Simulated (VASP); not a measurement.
A run of VASP 6.6.1 is set up as follows.

The input INCAR:

```
SYSTEM = InP
ALGO = Normal
EDIFF = 1E-6
ENCUT = 450
GGA = PE
ISIF = 2
ISMEAR = 0
LASPH = .TRUE.
LCHARG = .TRUE.
LELF = .TRUE.
LREAL = .FALSE.
LVHAR = .TRUE.
LWAVE = .FALSE.
NELM = 80
PREC = Accurate
SIGMA = 0.02
```

File KPOINTS:

```
k-points
0
G
  5 5 5
  0 0 0
```

POSCAR

```
InP
1.0
    0.0000000000      2.7688340000      2.7688340000
    2.7688340000      0.0000000000      2.7688340000
    2.7688340000      2.7688340000      0.0000000000
In P
1 1
Direct
    0.0000000000      0.0000000000      0.0000000000
    0.5000000000      0.5000000000      0.5000000000
```

Potentials or basis: VASP PAW PBE potentials, release 64 (In_d_GW, P_GW).

Launch:

```sh
$ cat potpaw_PBE.64/In_d_GW/POTCAR potpaw_PBE.64/P_GW/POTCAR > POTCAR
$ mpirun -np 1 vasp_std > vasp.out
```

Question: Estimate the pressure.

Answer: 0.0 GPa.

Question: Predict the band gap on the k mesh.

Answer: None (metal or under the smearing width).

Caveat: the k mesh is coarse (spacing up to 0.39 Å⁻¹), so the values aren't converged.
